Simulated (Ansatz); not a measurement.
# RbBr: the cost of one run

Computed with Ansatz 0.2.0 (DFT PBEsol, frozen-core PAW, scalar-relativistic unless said, unless a step's input says otherwise).

**1. The structure to begin with**

Symmetry: Pm-3m, No. 221, cubic system. Conventional cell: a = 4.126 Å, b = 4.126 Å, c = 4.126 Å, α = 90.00°, β = 90.00°, γ = 90.00°. Rb (site symmetry m-3m) has 8 Br at 3.57 Å as nearest neighbours. Br (site symmetry m-3m) is surrounded by 8 Rb at 3.57 Å.

Coordinates:

```
CELL_PARAMETERS angstrom
4.12608 0.00000 0.00000
0.00000 4.12608 0.00000
0.00000 0.00000 4.12608
ATOMIC_POSITIONS crystal
Rb 0.00000 0.00000 0.00000
Br 0.50000 0.50000 0.50000
```

Cartesian axes are those of the input's lattice vectors. The structure goes back to a database entry.

**2. Cell and atoms relaxed, PAW**

input.yaml

```yaml
crystal:
  lattice:
    - [4.1260773, 0.0, 0.0]
    - [0.0, 4.1260773, 0.0]
    - [0.0, 0.0, 4.1260773]
  atoms:
    - { symbol: Rb, position: [0.0, 0.0, 0.0] }
    - { symbol: Br, position: [0.5, 0.5, 0.5] }
kpoints:
  mp_grid: { grid: [12, 12, 12] }
scf:
  occupations: { method: fermi_dirac, width: 0.08 }
hamiltonian:
  xc: pbesol
  pseudopotentials: { kind: paw }
relax:
  f_tol: 0.002
  max_steps: 80
  cell: {}
output:
  forces: true
  stress: true
```

Launch:

```bash
$ ansatz run input.yaml --threads 1 --pin off --max-ram 3072MiB --backend cpu --events-out ev --progress --plain --runs-dir out
```

**Question.** How long does this run take on 1 thread of Arm Neoverse V2, shared host, and how much memory does it need?

About 12 s, with a peak of 0.37 GiB.
